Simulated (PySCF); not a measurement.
From one molecule to another.

First species: C4HF3O2.
SMILES with atom numbers: `[CH:1]#[C:2][C:3](=[O:4])[O:5][C:6]([F:7])([F:8])[F:9]` (hydrogens: H10 on C1)

Geometry (GFN2-xTB, Å), atoms numbered from 1 in this order:
```
atom  x, y, z in Å
C1     2.9148    0.0638    0.1597
C2     1.7571   -0.0679   -0.1290
C3     0.3962   -0.2556   -0.5306
O4    -0.0015   -0.7395   -1.5375
O5    -0.4407    0.2345    0.4772
C6    -1.7699    0.1577    0.3066
F7    -2.3559    0.6772    1.3788
F8    -2.2044    0.8392   -0.7515
F9    -2.2121   -1.0918    0.1786
H10    3.9251    0.1871    0.4250
```

Second species: Pyrazole, C₃H₄N₂.
Atom-mapped SMILES: `[cH:1]1[cH:2][n:3][nH:4][cH:5]1` (hydrogens: H6 on C1; H7 on C2; H8 on N4; H9 on C5)

Geometry (GFN2-xTB, Å), atoms numbered from 1 in this order:
```xyz
9
C3H4N2 angstrom
C      0.157    0.994    0.103
C      1.218    0.097   -0.096
N      0.777   -1.139   -0.206
N     -0.544   -1.062   -0.084
C     -0.967    0.205    0.104
H      0.212    2.056    0.226
H      2.266    0.307   -0.159
H     -1.102   -1.899   -0.135
H     -2.004    0.447    0.222
```

Levels: PBE0/pcSseg-1 for dipole moment, HOMO energy, LUMO energy and HOMO–LUMO gap; GFN2-xTB for rotational constant A and rotational constant C. Geometries: GFN2-xTB. Each species is one conformer at its optimised geometry, gas phase, non-relativistic unless stated; the electronic structure was computed with PySCF and density fitting.

The conformers computed, where there is a choice (atom-mapped SMILES and torsion angles):
- `[CH:1]#[C:2][C:3](=[O:4])[O:5][C:6]([F:7])([F:8])[F:9]`: C2–C3–O5–C6 180°, C3–O5–C6–F7 180°

Task: Which has the higher HOMO energy?

Result: The second: -7.24 eV against -9.30 eV, a difference of 2.06 eV.

Task: Which has the higher rotational constant C?

Result: The second: 4.845 GHz against 0.950 GHz, a difference of 3.895 GHz.

Task: Which of the two has the higher rotational constant A, and by how much?

Result: The second: 9.729 GHz against 3.591 GHz, a difference of 6.138 GHz.

Task: Which of the two has the higher dipole moment, and by how much?

Result: The first: 3.59 D against 2.29 D, a difference of 1.30 D.

Task: Which has the higher LUMO energy?

Result: The second: 0.56 eV against -2.40 eV, a difference of 2.96 eV.

Task: Which of the two has the higher HOMO–LUMO gap, and by how much?

Result: The second: 7.80 eV against 6.90 eV, a difference of 0.90 eV.

On the first: The dipole matches unit charges of opposite sign 0.75 Å apart (1 e·Å = 4.8032 D).

On the second: The dipole matches unit charges of opposite sign 0.48 Å apart (1 e·Å = 4.8032 D).
